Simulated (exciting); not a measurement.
Runs of exciting (release sodium) on CdS (Hawleyite). It takes space group F-43m (No. 216, cubic). The conventional cell has a = 5.833 Å, b = 5.833 Å, c = 5.833 Å, α = 90.00°, β = 90.00°, γ = 90.00°. Cd (site symmetry -43m) is surrounded by 4 S at 2.53 Å. Around S (site symmetry -43m) lie 4 Cd at 2.53 Å. 

```csv
task,level,potentials or basis,spin,k mesh,smearing,outputlevel,nempty,epsengy,epspot,maxscl,rgkmax,mesh quality,gap on the mesh (eV)
band structure,LDA+TS,"all-electron LAPW+lo, shipped species files, valence relativity iora*",off,8 × 8 × 8,methfessel-paxton 0.0272 eV,high,10,1e-06 Ha,1e-06 Ha,80,6.5,not flagged,(a)
single point,OLYP+D2,"all-electron LAPW+lo, shipped species files, valence relativity iora*",off,8 × 8 × 8,fermi-dirac 0.0272 eV,normal,10,1e-06 Ha,1e-06 Ha,80,7.5,not flagged,1.65
real-space fields,PBEsol+D2,"all-electron LAPW+lo, shipped species files, valence relativity iora*","collinear, ferromagnetic start",6 × 6 × 6,fermi-dirac 0.136 eV,normal,20,1e-05 Ha,1e-05 Ha,90,6.5,not flagged,0.99
electric field gradients,PBEsol+TS,"all-electron LAPW+lo, shipped species files, valence relativity iora*",off,8 × 8 × 8,methfessel-paxton-2 0.136 eV,normal,10,1e-05 Ha,1e-05 Ha,60,7.5,not flagged,1.00
```

Alike in all rows: cell as given.

**Question.** Fill in the values left out.

**Answer.** (a) 0.86.

Caveats: the dispersion energy is computed afterwards and isn't part of the total energy (some runs); EFG.OUT prints the tensor in atomic units and with the sign opposite to the usual one (some runs).

A k mesh can miss the band edges, and the runs leave out spin-orbit coupling on Cd.

Runs at the PBE level aren't shown here.
